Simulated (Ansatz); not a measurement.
Input of an Ansatz 0.2.0 run:

input.yaml

```yaml
crystal:
  lattice:
    - [0.0, 2.873958, 2.873958]
    - [2.873958, 0.0, 2.873958]
    - [2.873958, 2.873958, 0.0]
  atoms:
    - { symbol: Cd, position: [0.0, 0.0, 0.0] }
    - { symbol: Se, position: [0.5, 0.5, 0.5] }
hamiltonian:
  xc: pbe
  pseudopotentials: { kind: paw }
kpoints:
  mp_grid: { grid: [8, 8, 8] }
scf:
  occupations: { method: gaussian, width: 0.02 }
output:
  forces: true
  stress: true
  eigenvalues: true
  write_density: true
  write_potential: true
  elf: true
  volumetric_format: npy
```

Potentials or basis: Ansatz PAW.

Launch:

```sh
$ ansatz run input.yaml --threads 2 --pin off --max-ram 5632MiB --backend cpu --events-out ev --progress --plain --runs-dir out
```

Task: Predict the band gap on the k mesh.

Result: None (metal or under the smearing width).

Task: What does it give for the pressure?

Result: -0.3 GPa.
